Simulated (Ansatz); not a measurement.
# KCl: the cost of one run

Program: Ansatz 0.2.0. Level of theory: plane waves, PAW. These are calculated values, not measurements.

1 further run of the same task is left out (it didn't finish).

## 1. The starting structure

Symmetry: P6_3/mmc, No. 194, hexagonal system. Conventional cell: a = 5.344 Å, b = 5.344 Å, c = 6.239 Å, α = 90.00°, β = 90.00°, γ = 120.00°. K (site symmetry -6m2) has 5 Cl at 3.09 to 3.12 Å as nearest neighbours. Cl (site symmetry -6m2) is surrounded by 5 K at 3.09 to 3.12 Å.

As a file:

```
CELL_PARAMETERS angstrom
5.34367 0.00000 0.00000
-2.67184 4.62776 0.00000
0.00000 0.00000 6.23905
ATOMIC_POSITIONS crystal
K 0.33333 0.66667 0.25000
K 0.66667 0.33333 0.75000
Cl 0.66667 0.33333 0.25000
Cl 0.33333 0.66667 0.75000
```

The cell was relaxed beforehand with r2SCAN; those runs aren't shown.

## 2. PBE, anion s p, 6×6×4

input.yaml

```yaml
crystal:
  lattice:
    - [5.3436721751, 0.0, 0.0]
    - [-2.6718360875, 4.6277558531, 0.0]
    - [0.0, 0.0, 6.2390534]
  atoms:
    - { symbol: K, position: [0.3333333333, 0.6666666667, 0.25] }
    - { symbol: K, position: [0.6666666667, 0.3333333333, 0.75] }
    - { symbol: Cl, position: [0.6666666667, 0.3333333333, 0.25] }
    - { symbol: Cl, position: [0.3333333333, 0.6666666667, 0.75] }
kpoints:
  mp_grid: { grid: [6, 6, 4] }
  band_path:
    path:
      - [[0.0, 0.0, 0.0], [0.5, 1.167424873595e-17, 3.997346490806e-35], [0.3333333333333, 0.3333333333333, 2.396344999097e-35], [0.0, 0.0, 0.0], [-1.259162871293e-52, -1.903529637041e-53, 0.5], [0.5, 1.167424873595e-17, 0.5], [0.3333333333333, 0.3333333333333, 0.5], [-1.259162871293e-52, -1.903529637041e-53, 0.5]]
      - [[0.5, 1.167424873595e-17, 0.5], [0.5, 1.167424873595e-17, 3.997346490806e-35]]
      - [[0.3333333333333, 0.3333333333333, 0.5], [0.3333333333333, 0.3333333333333, 2.396344999097e-35]]
    npoints: 10
hamiltonian:
  xc: pbe
scf:
  occupations: { method: fixed }
  n_extra_bands: 6
output:
  forces: false
  stress: false
  eigenvalues: true
  wannier:
    kmesh: [6, 6, 4]
    projections: [{ species: Cl, l: s, shell: 3 }, { species: Cl, l: p, shell: 3 }]
    minimise: true
    write_hr: true
    conv_tol: 1.0e-08
    max_iter: 3000
```

Started as:

```bash
$ ansatz run input.yaml --threads 4 --pin off --max-ram 3686MiB --backend cpu --events-out ev --progress --plain --runs-dir out
```

**Question.** How long does this run take on 4 threads of Arm Neoverse V1, shared host, and how much memory does it need?

About 5 s, with a peak of 0.42 GiB.
